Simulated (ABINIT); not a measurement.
# Quasiparticle gap of MgO (Fm-3m) in ABINIT

How does a plane-wave GW calculation on MgO (Fm-3m) run from the first input to the gap?

Method: LDA and many-body steps on it, plane waves, in ABINIT 10.8.3.

**The experiments to reproduce.**

- Gap 7.83 eV: literature experimental gap; bulk crystal (quoted in “Electronic structure of alkaline earth and post-transition metal oxides”, 2009, arxiv:0908.1581).

Report form: the programs' logs are mostly left out.

**1. The structure**

Symmetry: Fm-3m, No. 225, cubic system. The conventional cell has a = 4.194 Å, b = 4.194 Å, c = 4.194 Å, α = 90.00°, β = 90.00°, γ = 90.00°. Nearest to Mg lie 6 O at 2.10 Å. Nearest to O lie 6 Mg at 2.10 Å. Farther neighbours and most contacts between anions are not listed.

Coordinates:

```cif
data_structure
_symmetry_space_group_name_H-M 'P 1'
_symmetry_Int_Tables_number 1
_cell_length_a 2.9656
_cell_length_b 2.9656
_cell_length_c 2.9656
_cell_angle_alpha 60.000
_cell_angle_beta 60.000
_cell_angle_gamma 60.000
_cell_volume 18.44
loop_
_atom_site_label
_atom_site_type_symbol
_atom_site_fract_x
_atom_site_fract_y
_atom_site_fract_z
_atom_site_occupancy
Mg1 Mg 0.00000 0.00000 0.00000 1
O2 O 0.50000 0.50000 0.50000 1
```

The cell and positions are those that the Materials Project relaxed with its own functionals (PBE, PBE+U or r2SCAN), kept fixed.

**2. Ground state**

This step: ABINIT 10.8.3; DFT, LDA, plane waves, norm-conserving pseudopotentials.

The ground-state density comes first.

File run.abi:

```
acell 3*1.0 Angstrom
rprim 
  -0.000000000000 2.097001392700 2.097001392700
  2.097001392700 -0.000000000000 2.097001392700
  2.097001392700 2.097001392700 -0.000000000000
ntypat 2
znucl 12 8
natom 2
typat 1 2
xred 
  0.000000000000 0.000000000000 0.000000000000
  0.500000000000 0.500000000000 0.500000000000
pp_dirpath "pseudos"
pseudos "Mg.upf, O.upf"
ecut 38
ngkpt 8 8 8
nshiftk 1
shiftk 0 0 0
kptopt 1
chksymbreak 0
nband 13
occopt 1
tolvrs 1e-10
nstep 60
prtwf 0
indata_prefix "in"
outdata_prefix "out"
tmpdata_prefix "tmp"
```

Command:

```
$ OMP_NUM_THREADS=1 mpirun -n 8 abinit run.abi > log
```

Wall time 2.9 s (8 MPI ranks of Arm Neoverse V2, shared host); peak memory 0.07 GiB; 22 s of CPU time.

Numbers from this step:

```yaml
total_energy: -2065.8110 eV
gap: 4.817 eV
k_of_the_valence_top: 0, 0, 0
k_of_the_conduction_bottom: 0, 0, 0
least_direct_gap: 4.817 eV
pressure: -5.336 GPa
```

The gap is direct, at Γ.

The cutoff was set for levels, not for stress, so the pressure can be off by some GPa.

**3. Bands along the symmetry lines**

Levels along a band path, at the cheap level, show where the edges lie and whether the meshes to come will hold them.

File run.abi:

```
acell 3*1.0 Angstrom
rprim 
  -0.000000000000 2.097001392700 2.097001392700
  2.097001392700 -0.000000000000 2.097001392700
  2.097001392700 2.097001392700 -0.000000000000
ntypat 2
znucl 12 8
natom 2
typat 1 2
xred 
  0.000000000000 0.000000000000 0.000000000000
  0.500000000000 0.500000000000 0.500000000000
pp_dirpath "pseudos"
pseudos "Mg.upf, O.upf"
ecut 38
iscf -2
irdden 1
kptopt 0
nkpt 50
kpt 
  0.00000000 0.00000000 0.00000000
  0.06250000 0.00000000 0.06250000
  0.12500000 0.00000000 0.12500000
  0.18750000 0.00000000 0.18750000
  0.25000000 0.00000000 0.25000000
  0.31250000 0.00000000 0.31250000
  0.37500000 0.00000000 0.37500000
  0.43750000 0.00000000 0.43750000
  0.50000000 0.00000000 0.50000000
  0.51562500 0.03125000 0.51562500
  0.53125000 0.06250000 0.53125000
  0.54687500 0.09375000 0.54687500
  0.56250000 0.12500000 0.56250000
  0.57812500 0.15625000 0.57812500
  0.59375000 0.18750000 0.59375000
  0.60937500 0.21875000 0.60937500
  0.62500000 0.25000000 0.62500000
  0.37500000 0.37500000 0.75000000
  0.32812500 0.32812500 0.65625000
  0.28125000 0.28125000 0.56250000
  0.23437500 0.23437500 0.46875000
  0.18750000 0.18750000 0.37500000
  0.14062500 0.14062500 0.28125000
  0.09375000 0.09375000 0.18750000
  0.04687500 0.04687500 0.09375000
  0.00000000 0.00000000 0.00000000
  0.06250000 0.06250000 0.06250000
  0.12500000 0.12500000 0.12500000
  0.18750000 0.18750000 0.18750000
  0.25000000 0.25000000 0.25000000
  0.31250000 0.31250000 0.31250000
  0.37500000 0.37500000 0.37500000
  0.43750000 0.43750000 0.43750000
  0.50000000 0.50000000 0.50000000
  0.50000000 0.46875000 0.53125000
  0.50000000 0.43750000 0.56250000
  0.50000000 0.40625000 0.59375000
  0.50000000 0.37500000 0.62500000
  0.50000000 0.34375000 0.65625000
  0.50000000 0.31250000 0.68750000
  0.50000000 0.28125000 0.71875000
  0.50000000 0.25000000 0.75000000
  0.50000000 0.21875000 0.71875000
  0.50000000 0.18750000 0.68750000
  0.50000000 0.15625000 0.65625000
  0.50000000 0.12500000 0.62500000
  0.50000000 0.09375000 0.59375000
  0.50000000 0.06250000 0.56250000
  0.50000000 0.03125000 0.53125000
  0.50000000 0.00000000 0.50000000
istwfk *1
nband 18
nbdbuf 5
tolwfr 1e-07
nstep 50
prtwf 0
prtvol 0
indata_prefix "in"
outdata_prefix "out"
tmpdata_prefix "tmp"
```

Run time: 2.6 s. Hardware: 8 MPI ranks; peak memory 0.07 GiB; 20 s of CPU time.

Numbers from this step:

```
gap                        : 4.817 eV
k of the valence top       : 0, 0, 0
k of the conduction bottom : 0, 0, 0
least direct gap           : 4.817 eV
```

The gap is 4.817 eV, as in the run before at this level.

Electronic bands along the path, in eV, zero at the top of the highest filled band; v1 is the highest filled band, c1 the lowest empty one:

| point | v4 | v3 | v2 | v1 | c1 | c2 | c3 | c4 |
| --- | --- | --- | --- | --- | --- | --- | --- | --- |
| Γ | -17.00 | 0.00 | 0.00 | 0.00 | 4.82 | 15.77 | 15.77 | 15.77 |
| halfway | -16.19 | -2.66 | -0.75 | -0.75 | 8.10 | 11.08 | 15.37 | 17.38 |
| X | -15.34 | -4.16 | -1.37 | -1.37 | 9.02 | 9.87 | 13.03 | 18.84 |
| halfway | -15.33 | -4.00 | -1.84 | -1.32 | 9.41 | 10.39 | 12.87 | 18.50 |
| U | -15.31 | -3.56 | -2.77 | -1.17 | 10.01 | 11.68 | 12.46 | 17.99 |
| jump to K | -15.31 | -3.56 | -2.77 | -1.17 | 10.01 | 11.68 | 12.46 | 17.99 |
| halfway | -16.10 | -2.98 | -1.21 | -0.40 | 8.19 | 11.92 | 15.25 | 17.80 |
| Γ | -17.00 | 0.00 | 0.00 | 0.00 | 4.82 | 15.77 | 15.77 | 15.77 |
| halfway | -16.36 | -2.70 | -0.35 | -0.35 | 7.12 | 12.50 | 16.58 | 16.58 |
| L | -15.58 | -4.73 | -0.66 | -0.66 | 7.86 | 12.55 | 16.17 | 16.17 |
| halfway | -15.43 | -4.09 | -1.97 | -1.01 | 9.63 | 12.14 | 13.37 | 16.78 |
| W | -15.27 | -3.01 | -3.01 | -1.82 | 11.58 | 11.58 | 12.05 | 15.47 |
| halfway | -15.31 | -3.85 | -1.94 | -1.60 | 9.92 | 10.76 | 12.68 | 17.25 |
| X | -15.34 | -4.16 | -1.37 | -1.37 | 9.02 | 9.87 | 13.03 | 18.84 |

**4. Empty states on the mesh, 6×6×6 mesh, 117 bands**

The sums over transitions need many empty states on a uniform mesh; this step solves for them.

File run.abi:

```
acell 3*1.0 Angstrom
rprim 
  -0.000000000000 2.097001392700 2.097001392700
  2.097001392700 -0.000000000000 2.097001392700
  2.097001392700 2.097001392700 -0.000000000000
ntypat 2
znucl 12 8
natom 2
typat 1 2
xred 
  0.000000000000 0.000000000000 0.000000000000
  0.500000000000 0.500000000000 0.500000000000
pp_dirpath "pseudos"
pseudos "Mg.upf, O.upf"
ecut 38
ngkpt 6 6 6
nshiftk 1
shiftk 0 0 0
kptopt 1
chksymbreak 0
irdden 1
istwfk *1
nband 117
prtvol 0
optdriver 6
gwr_task "HDIAGO"
paral_kgb 0
occopt 1
indata_prefix "in"
outdata_prefix "out"
tmpdata_prefix "tmp"
```

It took 7.1 s on 8 MPI ranks; peak memory 1.4 GiB; 56 s of CPU time.

Numbers from this step:

* gap: 4.817 eV
* k of the valence top: 0, 0, 0
* k of the conduction bottom: 0, 0, 0
* least direct gap: 4.817 eV
* k points computed: 16
* lowest point of the top converged band, above the valence top: 159.4157 eV

On this mesh the gap is 4.817 eV.

**5. Screening, 6×6×6 mesh, 109 bands, screening to 244.9 eV**

The RPA dielectric matrix is built and inverted for each q.

This step: RPA screening on LDA, plane waves, norm-conserving pseudopotentials.

run.abi, as its differences from that of step 4:

```diff
@@ -20,10 +20,11 @@
 chksymbreak 0
-irdden 1
 istwfk *1
-nband 117
-prtvol 0
-optdriver 6
-gwr_task "HDIAGO"
-paral_kgb 0
 occopt 1
+irdwfk 1
+optdriver 3
+nband 109
+ecuteps 9
+inclvkb 2
+awtr 1
+symchi 1
 indata_prefix "in"
```

Elapsed: 39 s, on 8 MPI ranks; peak memory 1.3 GiB; 5.2 min of CPU time.

Numbers from this step:

```
ε∞ with local fields, on this mesh, along the program's q direction : 3.087
the same without local fields                                       : 3.310
plasma frequency                                                    : 34.59 eV
plane waves in the screening matrix                                 : 169
```

Local fields lower ε∞ by 7 %.

**6. Self-energy, 6×6×6 mesh, 109 bands, screening to 244.9 eV**

The self-energy is evaluated for the states that the input lists, and the levels follow from it, in one-shot runs by the linearised quasiparticle equation.

This step: G0W0 on LDA, plane waves, norm-conserving pseudopotentials.

run.abi, as its differences from that of step 5:

```diff
@@ -23,8 +23,45 @@
 irdwfk 1
-optdriver 3
+optdriver 4
 nband 109
+gwcalctyp 0
+ecutsigx 38
+symsigma 1
+nkptgw 16
+kptgw 
+  0.0000000000 0.0000000000 0.0000000000
+  0.1666666667 0.0000000000 0.0000000000
+  0.3333333333 0.0000000000 0.0000000000
+  0.5000000000 0.0000000000 0.0000000000
+  0.1666666667 0.1666666667 0.0000000000
+  0.3333333333 0.1666666667 0.0000000000
+  0.5000000000 0.1666666667 0.0000000000
+  -0.3333333333 0.1666666667 0.0000000000
+  -0.1666666667 0.1666666667 0.0000000000
+  0.3333333333 0.3333333333 0.0000000000
+  0.5000000000 0.3333333333 0.0000000000
+  -0.3333333333 0.3333333333 0.0000000000
+  0.5000000000 0.5000000000 0.0000000000
+  0.5000000000 0.3333333333 0.1666666667
+  -0.3333333333 0.3333333333 0.1666666667
+  -0.3333333333 0.5000000000 0.1666666667
+bdgw 
+  6 15
+  6 15
+  6 15
+  6 15
+  6 15
+  6 15
+  6 15
+  6 15
+  6 15
+  6 15
+  6 15
+  6 15
+  6 15
+  6 15
+  6 15
+  6 15
 ecuteps 9
-inclvkb 2
-awtr 1
-symchi 1
+irdscr 1
+ppmodel 1
 indata_prefix "in"
```

It took 3.7 min on 8 MPI ranks; peak memory 1.7 GiB.

Numbers from this step:

- G0W0 gap on the mesh: 7.549 eV
- starting gap on the mesh: 4.817 eV
- k of the valence top: 0, 0, 0
- k of the conduction bottom: 0, 0, 0
- Z at the valence top: 0.805
- Z at the conduction bottom: 0.852
- least direct G0W0 gap on the computed points: 7.549 eV

The gap on the mesh goes from 4.82 eV to 7.55 eV, a correction of +2.73 eV.

Limits: finite bands, cutoff and mesh. v1 is the top filled band, c1 the lowest empty one. Levels before and after the correction, in eV, zero at the valence-band top of each column:

|  | conduction bottom | valence top |
| --- | --- | --- |
| Kohn-Sham | 4.82 | 0.00 |
| G0W0 | 7.55 | 0.00 |

|  | level | energy (eV) |
| --- | --- | --- |
| Kohn-Sham | Γ v3-v1 | 0.000 |
| Kohn-Sham | Γ c1 | 4.817 |
| Kohn-Sham | Γ c2-c4 | 15.767 |
| G0W0 | Γ v3-v1 | 0.000 |
| G0W0 | Γ c1 | 7.549 |
| G0W0 | Γ c2-c4 | 18.894 |

**7. Where the time went**

Times are wall times on 8 MPI ranks of Arm Neoverse V2, shared host, good to a factor of about two.

| step | time | share | memory (GiB) |
| --- | --- | --- | --- |
| ground state | 2.9 s | 1 % | 0.07 |
| bands along the symmetry lines | 2.6 s | 1 % | 0.07 |
| empty states on the mesh | 7.1 s | 3 % | 1.4 |
| screening | 39 s | 14 % | 1.3 |
| self-energy | 3.7 min | 81 % | 1.7 |

**8. Summary of results**

```
LDA gap              : 4.82 eV, direct
G0W0 gap on the mesh : 7.55 eV
GW settings          : 6×6×6 mesh, 109 bands, screening to 244.9 eV, Godby-Needs plasmon pole
known limits         : not at the basis limit
```

In words: G0W0 moves the gap on the mesh from 4.82 eV to 7.55 eV (+2.73 eV), with Z of 0.81 and 0.85 at the edges. Local fields lower the RPA ε∞ on this mesh from 3.31 to 3.09. The dearest step here is «self-energy». Against experiment, by G0W0@LDA: the gap of 7.55 eV lies −0.28 eV from the measured 7.83 eV (kind not stated, quoted 2009). The calculation has static nuclei and no excitons; a measured gap holds zero-point and thermal motion, which mostly lowers it. Bands and cutoff are finite, so the gap is not at the basis limit. The miss can reach some tenths of an eV and take either sign; the mesh is an error of its own.

[Paths, hosts, dates, memory and timing lines, banners, echoed tables and standing remarks are left out of the program output.]

[Logs are printed without paths, hosts, clocks, repeated set-up lines and the standing remarks that a program may print on its own settings, such as how far it seeks lower states.]

[Runs of the session that timed out or met a known fault of the program may be left out.]

[Hosts, paths, dates, database ids (printed as entryN), source tags and the programs' standing remarks are cut or masked in the printed files.]

[G0W0 gaps are taken among the corrected bands and points alone; a level outside them can change the order at an edge.]

[Where Ansatz stands beside ABINIT at settings called matched, ABINIT's density can come from a denser mesh and the files from another edition; pairs whose starting gaps differed by over 0.03 eV were left out, so agreement reads better than it is.]
